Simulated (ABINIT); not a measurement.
# Rh (Fm-3m) in ABINIT: notebook

Runs on Rh. Level: r2SCAN. Tasks: equation of state.

All numbers are computed with ABINIT 10.8.3 (patched build); they aren't measurements. Logs are shortened: lines on timing, memory, paths and dates and some standing lists are left out, and cuts for length are marked. The log counts tension as positive stress, the text compression.

**The experiment to reproduce.**

From “Thermal equation of state of rhodium characterized by XRD in a resistively heated diamond anvil cell”, 2024, pmc:11535440, for a bulk crystal of Rh: bulk modulus 264 ± 1 GPa.

The runs below are set against these values where they give the same quantity.

**1. Starting point**

The structure is cubic, space group Fm-3m (No. 225). Conventional cell: a = 3.796 Å, b = 3.796 Å, c = 3.796 Å, α = 90.00°, β = 90.00°, γ = 90.00°. Rh (site symmetry m-3m) has 12 Rh at 2.68 Å as nearest neighbours.

**2. Equation of state, r2SCAN**

Contents of run.abi:

```
# Datasets: one volume each
ndtset 7
scalecart1 3*0.9795861087
scalecart2 3*0.9864848297
scalecart3 3*0.9932883884
scalecart4 3*1.0000000000
scalecart5 3*1.0066227096
scalecart6 3*1.0131594038
scalecart7 3*1.0196128224

# Pseudopotentials
pp_dirpath "./"
pseudos "Rh.GGA_PBE-ansatz.xml"

# Structure
acell 2.6839652093 2.6839652093 2.6839652093 Angstrom
rprim
     0.0000000000     0.7071067812     0.7071067812
     0.7071067812     0.0000000000     0.7071067812
     0.7071067812     0.7071067812     0.0000000000
ntypat 1
znucl 45
natom 1
typat 1
xred
     0.0000000000     0.0000000000     0.0000000000

# Plane-wave basis
ecut 18.0
pawecutdg 36.0
pawovlp 30

# k points
kptopt 1
ngkpt 8 8 8
nshiftk 1
shiftk 0.0 0.0 0.0

# Exchange and correlation
ixc -497498
usekden 1
pawxcdev 0

# Bands and occupations
nband 13
occopt 3
tsmear 0.05 eV

# SCF cycle
nstep 100
tolvrs 1.0e-7

# Output
iomode 3
prtwf 0
prtden 0
prteig 0
prtebands 0
enunit 2
```

Potentials or basis: Ansatz PAW PBE default generated set, frozen core.

On the command line:

```console
mpirun --bind-to none -np 4 abinit run.abi > log 2>&1
```

run.abo:

```text
[... set-up lines left out ...]
 ETOT  1  -95.481171787621    -9.548E+01 2.115E+00 9.689E+00
 ETOT  2  -95.548028547994    -6.686E-02 2.949E-02 2.772E+00
 ETOT  3  -95.546026257709     2.002E-03 2.494E-03 2.919E-01
 ETOT  4  -95.546166347306    -1.401E-04 9.786E-04 1.590E-02
 ETOT  5  -95.546171698333    -5.351E-06 8.377E-04 2.291E-04
 ETOT  6  -95.546171972557    -2.742E-07 1.716E-04 1.581E-05
 ETOT  7  -95.546171957738     1.482E-08 1.494E-04 4.465E-07
 ETOT  8  -95.546171959522    -1.784E-09 7.472E-05 3.041E-08

 At SCF step    8       nres2   =  3.04E-08 < tolvrs=  1.00E-07 =>converged.

Result for kinetic energy density :

--------------------------------------------------------------------------------
 Total kinetic energy density [Ha/Bohr^3]
)     Maximum=    2.2014E+00  at reduced coord.    0.0000    0.0000    0.0000
)     Minimum=    1.4328E-02  at reduced coord.    0.5000    0.5000    0.5000
   Integrated=    2.1170E+01
--------------------------------------------------------------------------------
[... 136 lines left out ...]
 Real(R)+Recip(G) space primitive vectors, cartesian coordinates (Bohr,Bohr^-1):
 R(1)=  0.0000000  3.5379457  3.5379457  G(1)= -0.1413250  0.1413250  0.1413250
 R(2)=  3.5379457  0.0000000  3.5379457  G(2)=  0.1413250 -0.1413250  0.1413250
 R(3)=  3.5379457  3.5379457  0.0000000  G(3)=  0.1413250  0.1413250 -0.1413250
 Unit cell volume ucvol=  8.8569355E+01 bohr^3
 Angles (23,13,12)=  6.00000000E+01  6.00000000E+01  6.00000000E+01 degrees

 Coarse grid specifications (used for wave-functions):

 getcut: wavevector=  0.0000  0.0000  0.0000  ngfft=  20  20  20
         ecut(hartree)=     18.000   => boxcut(ratio)=   2.09297

 Fine grid specifications (used for densities):

 getcut: wavevector=  0.0000  0.0000  0.0000  ngfft=  30  30  30
         ecut(hartree)=     36.000   => boxcut(ratio)=   2.22239

 getcut : COMMENT -
  Note that boxcut > 2.2 ; recall that boxcut=Gcut(box)/Gcut(sphere) = 2
  is sufficient for exact treatment of convolution.
  Such a large boxcut is a waste : you could raise ecut
  e.g. ecut=   44.451250 Hartrees makes boxcut=2

--------------------------------------------------------------------------------

================================================================================

--- !BeginCycle
iteration_state: {dtset: 2, }
solver: {iscf: 17, nstep: 100, nline: 4, wfoptalg: 10, }
tolerances: {tolvrs: 1.00E-07, }
...

     iter   Etot(hartree)      deltaE(h)  residm     nres2
 ETOT  1  -95.487086189492    -9.549E+01 2.088E+00 1.145E+01
 ETOT  2  -95.551502362613    -6.442E-02 2.584E-02 4.013E+00
 ETOT  3  -95.547231191055     4.271E-03 1.419E-03 3.672E-01
 ETOT  4  -95.547328585367    -9.739E-05 6.293E-04 1.020E-02
 ETOT  5  -95.547334168834    -5.583E-06 2.600E-04 3.050E-04
 ETOT  6  -95.547334560336    -3.915E-07 1.556E-04 2.519E-05
 ETOT  7  -95.547334523972     3.636E-08 4.551E-05 1.088E-06
 ETOT  8  -95.547334529776    -5.804E-09 1.495E-04 3.861E-08
[... 147 lines left out ...]
 Real(R)+Recip(G) space primitive vectors, cartesian coordinates (Bohr,Bohr^-1):
 R(1)=  0.0000000  3.5623461  3.5623461  G(1)= -0.1403569  0.1403569  0.1403569
 R(2)=  3.5623461  0.0000000  3.5623461  G(2)=  0.1403569 -0.1403569  0.1403569
 R(3)=  3.5623461  3.5623461  0.0000000  G(3)=  0.1403569  0.1403569 -0.1403569
 Unit cell volume ucvol=  9.0414550E+01 bohr^3
 Angles (23,13,12)=  6.00000000E+01  6.00000000E+01  6.00000000E+01 degrees

 Coarse grid specifications (used for wave-functions):

 getcut: wavevector=  0.0000  0.0000  0.0000  ngfft=  20  20  20
         ecut(hartree)=     18.000   => boxcut(ratio)=   2.07863

 Fine grid specifications (used for densities):

 getcut: wavevector=  0.0000  0.0000  0.0000  ngfft=  30  30  30
         ecut(hartree)=     36.000   => boxcut(ratio)=   2.20717

 getcut : COMMENT -
  Note that boxcut > 2.2 ; recall that boxcut=Gcut(box)/Gcut(sphere) = 2
  is sufficient for exact treatment of convolution.
  Such a large boxcut is a waste : you could raise ecut
  e.g. ecut=   43.844395 Hartrees makes boxcut=2

--------------------------------------------------------------------------------

================================================================================

--- !BeginCycle
iteration_state: {dtset: 3, }
solver: {iscf: 17, nstep: 100, nline: 4, wfoptalg: 10, }
tolerances: {tolvrs: 1.00E-07, }
...

     iter   Etot(hartree)      deltaE(h)  residm     nres2
 ETOT  1  -95.435290984961    -9.544E+01 2.357E+00 1.033E+01
 ETOT  2  -95.550828025232    -1.155E-01 5.811E-02 3.223E+00
 ETOT  3  -95.547877583146     2.950E-03 1.081E-02 2.790E-01
 ETOT  4  -95.548032112128    -1.545E-04 5.868E-04 6.689E-03
 ETOT  5  -95.548034042871    -1.931E-06 7.636E-04 2.662E-04
 ETOT  6  -95.548034452670    -4.098E-07 1.339E-04 2.007E-05
 ETOT  7  -95.548034459658    -6.989E-09 1.167E-04 7.060E-07
 ETOT  8  -95.548034463369    -3.711E-09 1.306E-04 3.998E-08
[... 845 lines left out ...]
--- !EnergyTermsWithPAWCore
iteration_state     : {dtset: 7, }
comment             : 'Components of total free energy, including PAW core contributions'
Total energy        : -4.67046892233183E+03
Total energy DC     : -4.67046890838218E+03
Total energy (eV)   : -1.27089933795422E+05
Total energy DC (eV): -1.27089933415833E+05
...

 Cartesian components of stress tensor (hartree/bohr^3)
  sigma(1 1)=  4.35233171E-04  sigma(3 2)=  0.00000000E+00
  sigma(2 2)=  4.35233171E-04  sigma(3 1)=  0.00000000E+00
  sigma(3 3)=  4.35233171E-04  sigma(2 1)=  0.00000000E+00

-Cartesian components of stress tensor (GPa)         [Pressure= -1.2805E+01 GPa]
- sigma(1 1)=  1.28050020E+01  sigma(3 2)=  0.00000000E+00
- sigma(2 2)=  1.28050020E+01  sigma(3 1)=  0.00000000E+00
- sigma(3 3)=  1.28050020E+01  sigma(2 1)=  0.00000000E+00

== END DATASET(S) ==============================================================
================================================================================

 -outvars: echo values of variables after computation  --------
            acell      5.0719591770E+00  5.0719591770E+00  5.0719591770E+00 Bohr
           etotal1    -9.5546171960E+01
           etotal2    -9.5547334530E+01
           etotal3    -9.5548034463E+01
           etotal4    -9.5548325188E+01
           etotal5    -9.5548254566E+01
           etotal6    -9.5547866891E+01
           etotal7    -9.5547196512E+01
            fcart1    -0.0000000000E+00 -0.0000000000E+00 -0.0000000000E+00
            fcart2    -0.0000000000E+00 -0.0000000000E+00 -0.0000000000E+00
            fcart3    -0.0000000000E+00 -0.0000000000E+00 -0.0000000000E+00
            fcart4    -0.0000000000E+00 -0.0000000000E+00 -0.0000000000E+00
            fcart5    -0.0000000000E+00 -0.0000000000E+00 -0.0000000000E+00
            fcart6    -0.0000000000E+00 -0.0000000000E+00 -0.0000000000E+00
            fcart7    -0.0000000000E+00 -0.0000000000E+00 -0.0000000000E+00
            rprim1     0.0000000000E+00  6.9267198023E-01  6.9267198023E-01
                       6.9267198023E-01  0.0000000000E+00  6.9267198023E-01
                       6.9267198023E-01  6.9267198023E-01  0.0000000000E+00
            rprim2     0.0000000000E+00  6.9755011263E-01  6.9755011263E-01
                       6.9755011263E-01  0.0000000000E+00  6.9755011263E-01
                       6.9755011263E-01  6.9755011263E-01  0.0000000000E+00
            rprim3     0.0000000000E+00  7.0236095512E-01  7.0236095512E-01
                       7.0236095512E-01  0.0000000000E+00  7.0236095512E-01
                       7.0236095512E-01  7.0236095512E-01  0.0000000000E+00
            rprim4     0.0000000000E+00  7.0710678120E-01  7.0710678120E-01
                       7.0710678120E-01  0.0000000000E+00  7.0710678120E-01
                       7.0710678120E-01  7.0710678120E-01  0.0000000000E+00
            rprim5     0.0000000000E+00  7.1178974407E-01  7.1178974407E-01
                       7.1178974407E-01  0.0000000000E+00  7.1178974407E-01
                       7.1178974407E-01  7.1178974407E-01  0.0000000000E+00
            rprim6     0.0000000000E+00  7.1641188486E-01  7.1641188486E-01
                       7.1641188486E-01  0.0000000000E+00  7.1641188486E-01
                       7.1641188486E-01  7.1641188486E-01  0.0000000000E+00
            rprim7     0.0000000000E+00  7.2097514092E-01  7.2097514092E-01
                       7.2097514092E-01  0.0000000000E+00  7.2097514092E-01
                       7.2097514092E-01  7.2097514092E-01  0.0000000000E+00
           strten1    -7.6347539425E-04 -7.6347539425E-04 -7.6347539425E-04
                       0.0000000000E+00  0.0000000000E+00  0.0000000000E+00
           strten2    -4.9718297715E-04 -4.9718297715E-04 -4.9718297715E-04
                       0.0000000000E+00  0.0000000000E+00  0.0000000000E+00
           strten3    -2.6170537462E-04 -2.6170537462E-04 -2.6170537462E-04
                       0.0000000000E+00  0.0000000000E+00  0.0000000000E+00
           strten4    -5.3841132487E-05 -5.3841132487E-05 -5.3841132487E-05
                       0.0000000000E+00  0.0000000000E+00  0.0000000000E+00
           strten5     1.2959155654E-04  1.2959155654E-04  1.2959155654E-04
                       0.0000000000E+00  0.0000000000E+00  0.0000000000E+00
           strten6     2.9236520065E-04  2.9236520065E-04  2.9236520065E-04
                       0.0000000000E+00  0.0000000000E+00  0.0000000000E+00
           strten7     4.3523317122E-04  4.3523317122E-04  4.3523317122E-04
                       0.0000000000E+00  0.0000000000E+00  0.0000000000E+00
 Calculation completed.
```

Wall time 2.3 min (4 MPI ranks of Arm Neoverse V2, shared host); peak memory 0.92 GiB.

Results:

```
Equilibrium volume                      : 13.75 Å³/atom
Bulk modulus                            : 279 GPa
Pressure derivative of the bulk modulus : 5.3
```

Energy against volume, from the lowest point:
```csv
volume (Å³/atom),energy (meV/atom)
12.851,58.59
13.125,26.96
13.398,7.91
13.671,0.00
13.945,1.92
14.218,12.47
14.492,30.71
```

Caveat: pressures at fixed basis lie under the slope of the energies; the PAW data sets were made with another functional, which shifts forces and pressure a little; the atomic spheres overlap.

**3. Equation of state, r2SCAN**

run.abi, as its differences from that of step 2:

```diff
@@ -12,3 +12,3 @@
 pp_dirpath "./"
-pseudos "Rh.GGA_PBE-ansatz.xml"
+pseudos "Rh.GGA_PBE-JTH.xml"
 
@@ -28,5 +28,4 @@
 # Plane-wave basis
-ecut 18.0
-pawecutdg 36.0
-pawovlp 30
+ecut 19.0
+pawecutdg 38.0
```

Potentials or basis: JTH PAW PBE v2.0.

On the command line:

```console
mpirun --bind-to none -np 4 abinit run.abi > log 2>&1
```

Wall time 60 s (4 MPI ranks of Arm Neoverse V2, shared host); peak memory 0.48 GiB.

Results (log left out):

```yaml
Equilibrium_volume: 13.81 Å³/atom
Bulk_modulus: 283 GPa
Pressure_derivative_of_the_bulk_modulus: 4.5
```

Energy against volume, from the lowest point:
```csv
volume (Å³/atom),energy (meV/atom)
12.851,65.91
13.125,31.84
13.398,10.35
13.671,0.09
13.945,0.00
14.218,9.04
14.492,26.05
```

Caveat: pressures at fixed basis lie under the slope of the energies; the PAW data sets were made with another functional, which shifts forces and pressure a little.

**4. Equation of state, r2SCAN**

run.abi, as its differences from that of step 3:

```diff
@@ -12,3 +12,3 @@
 pp_dirpath "./"
-pseudos "Rh.GGA_PBE-JTH.xml"
+pseudos "Rh.upf"
 
@@ -28,4 +28,3 @@
 # Plane-wave basis
-ecut 19.0
-pawecutdg 38.0
+ecut 53.0
 
@@ -40,3 +39,4 @@
 usekden 1
-pawxcdev 0
+nc_xccc_gspace 1
+boxcutmin 3.0
 
@@ -49,3 +49,3 @@
 nstep 100
-tolvrs 1.0e-7
+tolvrs 1.0e-9
```

Potentials or basis: Ansatz NC r2SCAN.

On the command line:

```console
mpirun --bind-to none -np 4 abinit run.abi > log 2>&1
```

It took 5.6 min on 4 MPI ranks of Arm Neoverse V2, shared host; peak memory 0.6 GiB.

It converged, with:

| Property | Result |
| --- | --- |
| Equilibrium volume | 13.77 Å³/atom |
| Bulk modulus | 279 GPa |
| Pressure derivative of the bulk modulus | 5.1 |

Energy against volume, from the lowest point:
```csv
volume (Å³/atom),energy (meV/atom)
12.851,60.19
13.125,28.04
13.398,8.45
13.671,0.00
13.945,1.41
14.218,11.56
14.492,29.42
```

Caveat: pressures at fixed basis lie under the slope of the energies.

**5. Equation of state, r2SCAN**

run.abi, as its differences from that of step 4:

```diff
@@ -12,3 +12,3 @@
 pp_dirpath "./"
-pseudos "Rh.upf"
+pseudos "Rh_ONCV_PBE-1.2.upf"
 
@@ -28,3 +28,3 @@
 # Plane-wave basis
-ecut 53.0
+ecut 42.0
 
@@ -39,4 +39,2 @@
 usekden 1
-nc_xccc_gspace 1
-boxcutmin 3.0
```

Potentials or basis: SG15 NC PBE v1.2.

On the command line:

```console
mpirun --bind-to none -np 4 abinit run.abi > log 2>&1
```

It took 67 s on 4 MPI ranks of Arm Neoverse V2, shared host; peak memory 0.36 GiB.

Results (log left out):

* Equilibrium volume: 13.67 Å³/atom (rough: see the caveat)
* Bulk modulus: 285 GPa (rough)

Energy against volume, from the lowest point:
```tsv
volume (Å³/atom)	energy (meV/atom)
12.851	48.99
13.125	20.74
13.398	4.88
13.671	0.00
13.945	4.83
14.218	18.25
14.492	39.25
```

Caveat: a meta-GGA on norm-conserving files made for a GGA shifts volumes by about 1 %; pressures at fixed basis lie under the slope of the energies; the potentials were made for another functional, which shifts forces and pressure; the fit is rough or its minimum lies at the end of the range.

(Part 1 of 2 ends here.)
